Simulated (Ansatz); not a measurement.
Crystal: Mn, fcc type, 1 atom in the cell.

Level of theory: HSE06, plane waves, PAW datasets (earlier set, tuned by hand) (Ansatz).

Cutoff 720 eV; exchange singularity: regularized; k-mesh 6×6×6 Γ-centred; Fermi–Dirac smearing of 0.1 eV; no spin polarisation.

The fit to the energies gives V₀ = 10.214 Å³/atom (a₀ = 3.444 Å), B₀ = 307 GPa, B₀′ = 4.84.

Task: What pressure does the program print at V = 9.861 Å³/atom, and how far above the lowest computed point (V = 10.183 Å³/atom) does the energy lie?

Result: 11.67 GPa and 12.38 meV/atom. All points:

| V (Å³/atom) | a (Å) | E − E(min) (meV/atom) | P (GPa) |
| --- | --- | --- | --- |
| 9.861 | 3.4041 | 12.38 | 11.67 |
| 10.183 | 3.4407 | 0.00 | 0.97 |
| 10.504 | 3.4765 | 7.36 | -8.04 |
| 10.826 | 3.5116 | 31.23 | -15.52 |
| 11.148 | 3.5461 | 68.75 | -21.66 |

The stress includes the program's correction for the finite plane-wave basis.

The k-mesh is coarse, so these values belong to this mesh and can lie far from the converged ones. This cubic structure is a model: it isn't the usual form of the substance at ambient conditions, and such phases are metastable or hypothetical. The real material is magnetic: without spin this is a model state, and volume, stiffness and gap can lie far from those of the magnetic ground state.
